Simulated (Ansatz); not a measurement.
A plane-wave DFT run in Ansatz 0.2.0 (scalar-relativistic PAW potentials unless the input names others): input and command.

```yaml
crystal:
  lattice:
    - [0.0, 1.9000015022, 1.9000015022]
    - [1.9000015022, 0.0, 1.9000015022]
    - [1.9000015022, 1.9000015022, 0.0]
  atoms:
    - { symbol: Ni, position: [0.0, 0.0, 0.0], spin: 0.75 }
basis:
  ecutwfc: 420
kpoints:
  mp_grid: { grid: [30, 30, 30] }
hamiltonian:
  xc: pbe
  pseudopotentials: { kind: nc }
scf:
  occupations: { method: gaussian, width: 0.15 }
  max_iter: 50
output:
  forces: true
  eigenvalues: true
  stress: true
magnetization:
  spin_polarized: true
  spin_orbit: true
```

```bash
ansatz run input.yaml --threads 2 --pin off --max-ram 5120MiB --backend cpu --events-out ev --progress --plain --runs-dir out
```

Problem. What is wrong with this input?

Solution. The program refuses it, because of spin-orbit coupling on scalar files and without noncollinear: true (magnetization: {"spin_polarized": true} → {"spin_polarized": true, "spin_orbit": true}; hamiltonian.pseudopotentials: not typed → {"kind": "nc"}). With the sound run's settings it is accepted.

Abridged log:
```
Error: 2 input errors — fix all and re-run
  1. inconsistent input (magnetization.spin_orbit, magnetization.noncollinear): true requires noncollinear: true — spin–orbit coupling acts on 2-spinor wavefunctions; set both flags
  2. inconsistent input (magnetization.spin_orbit, hamiltonian.pseudopotentials.kind): true requires a fully-relativistic hamiltonian.pseudopotentials.kind (nc_fr or paw_fr), or kind: all_electron without datasets and azcp, which then solves Dirac's equation on LAPW. paw_fr resolves this project's PAW files (source: ansatz) by j as it reads them
```